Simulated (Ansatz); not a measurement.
Set up this calculation in Ansatz 0.2.0, as the native input.

| Item | Value |
| --- | --- |
| Task | density of states |
| Functional | PBEsol |
| Potentials or basis | all-electron PAW datasets made for the crystal |
| Cutoff | 360 eV (chosen from the basis error) |
| k mesh | 8 × 8 × 5 |
| Occupations | fermi-dirac, width 0.05 eV |
| Spin | no spin polarisation |

PtSe2 (Sudovikovite):

```
Pt Se
1.0
     3.72400    0.00000    0.00000
    -1.86200    3.22508    0.00000
     0.00000    0.00000    5.06200
Pt Se
1 2
Direct
  0.00000 0.00000 0.00000
  0.66667 0.33333 0.75000
  0.33333 0.66667 0.25000
```

These files were run (other wordings do the same):

input.yaml

```yaml
crystal:
  lattice:
    - [3.724, 0.0, 0.0]
    - [-1.862, 3.2250786037, 0.0]
    - [0.0, 0.0, 5.062]
  atoms:
    - { symbol: Pt, position: [0.0, 0.0, 0.0] }
    - { symbol: Se, position: [0.6666666667, 0.3333333333, 0.75] }
    - { symbol: Se, position: [0.3333333333, 0.6666666667, 0.25] }
kpoints:
  mp_grid: { grid: [8, 8, 5] }
scf:
  occupations: { method: fermi_dirac, width: 0.05 }
hamiltonian:
  xc: pbesol
  pseudopotentials: { kind: all_electron, datasets: crystal }
output:
  forces: true
  stress: true
  eigenvalues: true
  dos: { projected: false, de: 0.1, e_range: [-20, 6] }
```

Potentials or basis: all-electron PAW datasets made for the crystal.

Launch:

```sh
$ ansatz run input.yaml --threads 2 --pin off --max-ram 8192MiB --backend cpu --events-out ev --progress --plain --runs-dir out
```

It gave:

- Pressure: 2.1 GPa
- Largest force: 0.338 eV/Å
- Band gap on the k mesh: none (metal or under the smearing width)

Caveat: the program warned that the printed levels may be off, so bands, gaps and densities of states are rough.

Wall time 13 s on 2 threads of Arm Neoverse V2, on a shared host, peak memory 0.89 GiB.
